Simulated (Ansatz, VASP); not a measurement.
## Two plane-wave programs on LiF

Contents of POSCAR:

```
LiF
1.0
    0.0577522106      1.9905834401      1.9905834401
    1.9905834401      0.0577522106      1.9905834401
    1.9905834401      1.9905834401      0.0577522106
Li F
1 1
Direct
    0.0000000000      0.0000000000      0.0000000000
    0.5000000000      0.5000000000      0.5000000000
```

INCAR.step1

```
SYSTEM = LiF
PREC     = Accurate       ! precision mode
ENCUT    = 520            ! plane-wave cutoff, eV
EDIFF    = 1E-5           ! SCF threshold, eV
ISMEAR   = 0              ! smearing method
SIGMA    = 0.01           ! smearing width, eV
LREAL    = .False.        ! projectors in reciprocal space
LASPH    = .True.         ! aspherical terms in the spheres
NELM     = 100            ! most SCF steps
ALGO     = Normal         ! electronic algorithm
ISIF     = 2              ! what is computed and relaxed
LWAVE    = .True.         ! write WAVECAR
LCHARG   = .False.        ! write CHGCAR
NBANDS   = 12             ! bands
GGA      = PE             ! functional
```

Contents of INCAR.step2:

```
SYSTEM = LiF
PREC     = Accurate       ! precision mode
ENCUT    = 520            ! plane-wave cutoff, eV
EDIFF    = 1E-6           ! SCF threshold, eV
ISMEAR   = 0              ! smearing method
SIGMA    = 0.01           ! smearing width, eV
LREAL    = .False.        ! projectors in reciprocal space
LASPH    = .True.         ! aspherical terms in the spheres
NELM     = 100            ! most SCF steps
ALGO     = Normal         ! electronic algorithm
ISIF     = 2              ! what is computed and relaxed
LWAVE    = .False.        ! write WAVECAR
LCHARG   = .False.        ! write CHGCAR
GGA      = PE             ! functional
LHFCALC  = .True.         ! exact exchange
HFSCREEN = 0.2079         ! screening, 1/A
PRECFOCK = Normal       
NBANDS   = 12             ! bands
ISTART   = 1
```

Contents of KPOINTS:

```
regular mesh
0
Gamma
  8 8 8
  0 0 0
```

Input for Ansatz:

```yaml
crystal:
  lattice:
    - [0.0577522106, 1.9905834401, 1.9905834401]
    - [1.9905834401, 0.0577522106, 1.9905834401]
    - [1.9905834401, 1.9905834401, 0.0577522106]
  atoms:
    - { symbol: Li, position: [0.0, 0.0, 0.0] }
    - { symbol: F, position: [0.5, 0.5, 0.5] }
kpoints:
  mp_grid: { grid: [8, 8, 8] }
  band_path:
    path:
      - [0.0, 0.0, 0.0]
      - [0.5, 0.0, 0.5]
      - [0.625, 0.25, 0.625]
      - [0.375, 0.375, 0.75]
      - [0.5, 0.5, 0.5]
      - [0.5, 0.25, 0.75]
      - [0.036458, 0.036458, 0.067708]
    npoints: 1
hamiltonian:
  xc: hse06
scf:
  occupations: { method: fixed }
  n_extra_bands: 4
output:
  forces: true
  stress: true
  eigenvalues: true
  write_density: true
  write_potential: true
  elf: true
  volumetric_format: npy
```

Change from the starting cell: epitaxial_111 strain -3.1%.

Alike in both runs: task single point; functional HSE06; k mesh 8 × 8 × 8; no spin polarisation.

|  | VASP | Ansatz |
| --- | --- | --- |
| version | VASP 6.6.1 | Ansatz 0.2.0 |
| potentials or method | VASP PAW PBE potentials, release 64 (Li_sv, F) | plane waves, PAW |
| plane-wave cutoff (eV) | 520 | 420 |
| occupations | gaussian, width 0.01 eV | fixed |
| valence electrons in the cell | 10 | 10 |

Ansatz gave:

| Quantity | Value |
| --- | --- |
| gap on the k mesh at the Fermi level (eV) | 12.09 |

Q: Which values does VASP return?

A: gap on the k mesh at the Fermi level (eV): 12.08.

Ansatz warned: «stress_exchange_threshold_loose».

 A k mesh can miss the band edges.
